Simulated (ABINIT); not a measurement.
Cu3Au (Auricupride):

```
Au Cu
1.0
     3.74000    0.00000    0.00000
     0.00000    3.74000    0.00000
     0.00000    0.00000    3.74000
Au Cu
1 3
Direct
  0.00000 0.00000 0.00000
  0.50000 0.50000 0.00000
  0.50000 0.00000 0.50000
  0.00000 0.50000 0.50000
```

Base run:

- Program: ABINIT 10.8.3 (patched build)
- Functional: HCTH407
- Potentials or basis: JTH PAW PBE v2.0
- Cutoff: 707 eV
- k mesh: 7 × 7 × 7
- Occupations: fermi-dirac, width 0.05 eV
- Spin: no spin polarisation

Its results: band gap on the k mesh none (metal or under the smearing width); pressure 4.8 GPa.

After a change of settings the same cell gave: band gap on the k mesh none (metal or under the smearing width); pressure 0.2 GPa. Which change was it?
A. functional from HCTH407 to rPW86PBE
B. functional from HCTH407 to PBEsol; k mesh from 7 × 7 × 7 to 3 × 3 × 3
C. functional from HCTH407 to RPBE
D. functional from HCTH407 to PW91

B.

Caveats: some runs use coarse meshes; the PAW data sets were made with another functional, which shifts forces and pressure a little; spin-orbit coupling is left out, which moves the levels of the heavy elements (some runs).

Runs at the PBE level aren't shown here.
